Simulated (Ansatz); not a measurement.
Wanted: the native input for an Ansatz 0.2.0 run.

- Task: relaxation of cell and atoms
- Functional: PBEsol
- Potentials or basis: Ansatz PAW
- Cutoff: 420 eV (not typed: the program's choice for these potentials)
- k mesh: 13 × 13 × 13
- Occupations: fermi-dirac, width 0.05 eV
- Spin: no spin polarisation
- Target pressure: 30 GPa
- Target pressure (GPa): 30

Ga:

```
CELL_PARAMETERS angstrom
-1.38440 1.38440 2.31122
1.38440 -1.38440 2.31122
1.38440 1.38440 -2.31122
ATOMIC_POSITIONS crystal
Ga 0.00000 0.00000 0.00000
```

This isn't the form of Ga at room conditions, which is orthorhombic.

One way to write it, as run:

input.yaml

```yaml
crystal:
  lattice:
    - [-1.3843987196, 1.3843987196, 2.3112238365]
    - [1.3843987196, -1.3843987196, 2.3112238365]
    - [1.3843987196, 1.3843987196, -2.3112238365]
  atoms:
    - { symbol: Ga, position: [0.0, 0.0, 0.0] }
hamiltonian:
  xc: pbesol
  pseudopotentials: { kind: paw }
kpoints:
  mp_grid: { grid: [13, 13, 13] }
scf:
  occupations: { method: fermi_dirac, width: 0.05 }
output:
  forces: true
  stress: true
  eigenvalues: true
  write_density: true
  write_potential: true
  elf: true
  volumetric_format: npy
relax:
  f_tol: 0.01
  max_steps: 40
  cell: { stress_tol: 0.05, p_target: 30.0 }
```

Potentials or basis: Ansatz PAW.

The run is started by

```sh
$ ansatz run input.yaml --threads 2 --pin off --max-ram 5632MiB --backend cpu --events-out ev --progress --plain --runs-dir out
```

Results of the run:

```
Relaxed volume                                         : 13.57 Å³/atom
Relaxed cell                                           : a = 2.744 Å, b = 2.744 Å, c = 2.744 Å, α = 124.18°, β = 124.18°, γ = 82.90°
Space group after relaxing (to 0.05 Å)                 : I4/mmm (No. 139)
Energy change on relaxing (the enthalpy is what falls) : +290.7 meV/atom
Ionic steps                                            : 7
Pressure after relaxing                                : 30.0 GPa
Band gap on the k mesh                                 : none (metal or under the smearing width)
```

Caveat: the volume moved by over 15 % at a fixed basis, so the end points are rough; the plane-wave basis is chosen anew once the cell has moved, so the energies of steps on either side of that aren't comparable; the PAW data sets come from PBE, with cores solved anew for the run's functional, which leaves a small shift of forces and pressure.

It took 26 s on 2 threads of Intel(R) Xeon(R) Processor @ 2.50GHz (Skylake/Cascade Lake), on a shared host, peak memory 0.37 GiB.
